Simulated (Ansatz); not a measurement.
Notes on Te2Mo

```xyz
12
Lattice="6.3051 0.0000 0.0000 0.0000 3.4553 0.0000 -0.9431 0.0000 13.7732" Properties=species:S:1:pos:R:3 pbc="T T T"
Te    3.1791    2.5915    4.8427
Te    2.1829    0.8638    8.9305
Te    3.6139    0.8638    1.4393
Te    1.7481    2.5915   12.3339
Te    0.4715    2.5915    2.0467
Te    4.8906    0.8638   11.7265
Mo    1.5279    2.5915    6.9775
Mo    3.8341    0.8638    6.7957
Te   -0.0180    0.8638    5.4473
Te    5.3800    2.5915    8.3259
Mo    1.1487    0.8638    0.1019
Mo    4.2133    2.5915   13.6713
```

Level: r2SCAN, no spin polarisation; 500 eV; 4×8×2 Γ-centred mesh; cold occupations (width 0.0186 eV); Ansatz 0.2.0, fixed geometry.

Task: What do density and ELF say about some of the short contacts?

Result: Te–Mo at 2.69 Å: least valence density 0.46 e/Å³ and ELF 0.41 there. Mo–Mo at 2.88 Å: least valence density 0.35 e/Å³ and ELF 0.44 there. Both are smooth PAW fields, read partly inside the augmentation spheres.

Task: What is the formation energy?

Result: -0.27 eV an atom against the elements' usual phases (free molecules for gases, crystals otherwise, with no correction for O₂ or N₂), so it is bound against them; other compounds may still compete. Relaxing would lower it.

Task: What does the stress say?

Result: The pressure is 3.3 GPa (compression positive), so with the atoms held at these fractions the cell would first expand.

Task: Where is the largest force?

Result: The largest is on Mo7 (and as large on other atoms): 0.30 eV/Å, components (0.30, 0.00, 0.03). It makes 71° with the line to a nearest neighbour, Te2 at 2.69 Å.

Task: Is there a gap?

Result: It is a metal, with about 2.5 states/eV a cell as the mean within 0.25 eV of the Fermi level, mostly Te p (51 %) and Mo d (44 %).

Origin: a database entry at a rescaled volume.
